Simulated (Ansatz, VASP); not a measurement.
Two plane-wave programs on GaP

File INCAR:

```
  PREC = Accurate
  ENCUT = 520
  EDIFF = 1E-6
  ISMEAR = 0
  SIGMA = 0.05
  LREAL = False
  LASPH = True
  NELM = 100
  ALGO = Normal
  ISIF = 2
  LWAVE = False
  LCHARG = False
  NBANDS = 16
```

File KPOINTS:

```
regular mesh
0
Gamma
  8 8 8
```

POSCAR

```
GaP
1.0
    0.0000000000      2.7310510220      2.7310510220
    2.7310510220      0.0000000000      2.7310510220
    2.7310510220      2.7310510220      0.0000000000
Ga P
1 1
Direct
    0.0000000000      0.0000000000      0.0000000000
    0.7500000000      0.7500000000      0.7500000000
```

Input for Ansatz:

```yaml
crystal:
  lattice:
    - [0.0, 2.731051022, 2.731051022]
    - [2.731051022, 0.0, 2.731051022]
    - [2.731051022, 2.731051022, 0.0]
  atoms:
    - { symbol: Ga, position: [0.0, 0.0, 0.0] }
    - { symbol: P, position: [0.75, 0.75, 0.75] }
basis:
  ecutwfc: 420
  ecutrho_ratio: 4
kpoints:
  mp_grid: { grid: [8, 8, 8] }
hamiltonian:
  xc: lda
scf:
  occupations: { method: gaussian, width: 0.05 }
output:
  forces: true
  stress: true
  eigenvalues: true
```

Alike in both runs: task single point; functional LDA; k mesh 8 × 8 × 8; occupations gaussian, width 0.05 eV; no spin polarisation.

|  | VASP | Ansatz |
| --- | --- | --- |
| version | VASP 6.6.1 | Ansatz 0.2.0 |
| potentials or method | VASP PAW LDA potentials, release 64 (Ga_d, P) | scalar-relativistic, plane waves, PAW |
| plane-wave cutoff (eV) | 520 | 420 |
| valence electrons in the cell | 18 | 18 |

```tsv
	VASP	Ansatz	Ansatz less VASP
gap on the k mesh at the Fermi level (eV)	1.50	1.48	-0.015
least direct gap on the mesh (eV)	1.58	1.56	-0.028
pressure (GPa)	-3.2	-3.2	-0.07
```

A k mesh can miss the band edges. Expect the measured gap to be larger: semilocal functionals such as LDA lack the derivative discontinuity.
